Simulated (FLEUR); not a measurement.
**TaN: band structure with r2SCAN**

TaN:

```
CELL_PARAMETERS angstrom
0.00000 2.21132 2.21132
2.21132 0.00000 2.21132
2.21132 2.21132 0.00000
ATOMIC_POSITIONS crystal
Ta 0.50000 0.50000 0.50000
N 0.00000 0.00000 0.00000
```

The cell comes from a database or a generator and needn't be the stable form of this composition.

```yaml
Program: FLEUR MaX-R8.1 (later development tree)
Task: band structure
Functional: r2SCAN
Potentials_or_basis: all-electron
Basis: FLAPW
Kmax: 4.93 1/bohr
k_mesh: 8 × 8 × 8
Occupations: fermi-dirac, width 0.05 eV
Spin: spin-orbit coupling, no magnetisation
Gmax: 15.3 1/bohr
Muffin-tin_radii: Ta 2.37, N 1.46 bohr
lmax: Ta 10, N 8
lnonsphr: Ta 10, N 8
Local_orbitals_a_species: Ta 4, N 3
Max_iterations: 80
Mixing_factor: 0.05
Mixer: Anderson
Mixer_history: 30
Density_convergence: 0.0001 me/bohr^3
```

* Band gap along the path: none (metal or under the smearing width)
* Valence electrons inside the program's atomic spheres: Ta 24.49; N 3.55 (radii Ta 2.37, N 1.46 bohr)

Levels at the corners of the path, in eV from the Fermi level:
```
point  band 28  band 29  band 30  band 31  band 32  band 33  band 34  band 35  band 36  band 37
    Γ    -4.05    -4.05    -4.05    -2.31    -2.31    -2.31    -2.31    -1.92    -1.92     0.18
    X    -5.52    -5.07    -5.07    -4.77    -4.77     2.14     2.14     3.09     3.09     3.67
    W    -7.37    -6.85    -6.85    -0.32    -0.32    -0.17    -0.17     3.28     3.28     4.23
    K    -7.16    -6.44    -6.44    -2.29    -2.29     2.23     2.23     2.59     2.59     4.65
    Γ    -4.05    -4.05    -4.05    -2.31    -2.31    -2.31    -2.31    -1.92    -1.92     0.18
    L    -7.92    -7.83    -7.83     1.69     1.69     1.74     1.74     2.19     2.19     3.96
    U    -7.16    -6.44    -6.44    -2.29    -2.29     2.23     2.23     2.59     2.59     4.65
    W    -7.37    -6.85    -6.85    -0.32    -0.32    -0.17    -0.17     3.28     3.28     4.23
    L    -7.92    -7.83    -7.83     1.69     1.69     1.74     1.74     2.19     2.19     3.96
    K    -7.16    -6.44    -6.44    -2.29    -2.29     2.23     2.23     2.59     2.59     4.65
    U    -7.16    -6.44    -6.44    -2.29    -2.29     2.23     2.23     2.59     2.59     4.65
    X    -5.52    -5.07    -5.07    -4.77    -4.77     2.14     2.14     3.09     3.09     3.67
```

Core levels (eV from the Fermi level):
```
atom                                                                                                                                                                                                          levels
1 Ta  1s1/2 -67278.9, 2s1/2 -11548.7, 2p1/2 -11034.7, 2p3/2 -9764.5, 3s1/2 -2642.9, 3p1/2 -2414.9, 3p3/2 -2141.4, 4s1/2 -536.1, 3d3/2 -1757.5, 3d5/2 -1698.0, 4p1/2 -442.2, 4p3/2 -379.3, 4d3/2 -225.2, 4d5/2 -213.6
 2 N                                                                                                                                                                                                    1s1/2 -378.9
```

It took 25 min on 1 thread of Arm Neoverse V2 (shared host), peak memory 0.41 GiB.

Caveat: the meta-GGA is that of a development version, with a GGA for the radial functions and cores and without core tails.
